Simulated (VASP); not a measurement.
Runs of VASP 6.6.1 on TePb. Symmetry: Fm-3m, No. 225, cubic system. Conventional cell: a = 6.462 Å, b = 6.462 Å, c = 6.462 Å, α = 90.00°, β = 90.00°, γ = 90.00°. Pb (site symmetry m-3m) is surrounded by 6 Te at 3.23 Å. Te (site symmetry m-3m) has 6 Pb at 3.23 Å as nearest neighbours. 

```tsv
task	level	potentials or basis	spin	cell	k mesh	cutoff (eV)	smearing	grid for exact exchange (PRECFOCK)	exchange at q = 0	gap on the mesh (eV)	pressure (GPa)	relaxed volume (Å³/atom)
relaxation of cell and atoms	r2SCAN0	VASP PAW PBE potentials, release 64 (Pb_d, Te)	off	relaxed	4 × 4 × 4	600	fermi-dirac 0.05 eV	Fast	default	(b)	0.0	34.26
relaxation of cell and atoms	PBE0	VASP PAW PBE potentials, release 64 (Pb_d, Te)	off	relaxed	4 × 4 × 4	600	fermi-dirac 0.05 eV	Fast	truncated	(a)	0.0	34.42
single point	PBE0	VASP PAW PBE potentials, release 64 (Pb_d, Te)	SOC, no magnetisation	as given	3 × 3 × 3	520	fermi-dirac 0.05 eV	Fast	truncated	-	0.6	-
single point	PBE	VASP PAW PBE potentials, release 64 (Pb_d_GW, Te_GW)	off	as given	4 × 4 × 4	450	gaussian 0.02 eV	-	-	0.73	2.0	-
```

Alike in all rows: the mesh is coarse, so values aren't converged.

Fill in the values left out.

(a) 1.71; (b) 1.98.

Caveats: all runs use coarse meshes; the PAW data sets were made with another functional, which shifts forces and pressure a little (some runs); spin-orbit coupling is left out, which as a rule narrows the gap of such compounds by several tenths of an eV (some runs).

A k mesh can miss the band edges, and rows without SOC leave out spin-orbit coupling on Pb, Te.

The runs don't all hold the same shells in valence.
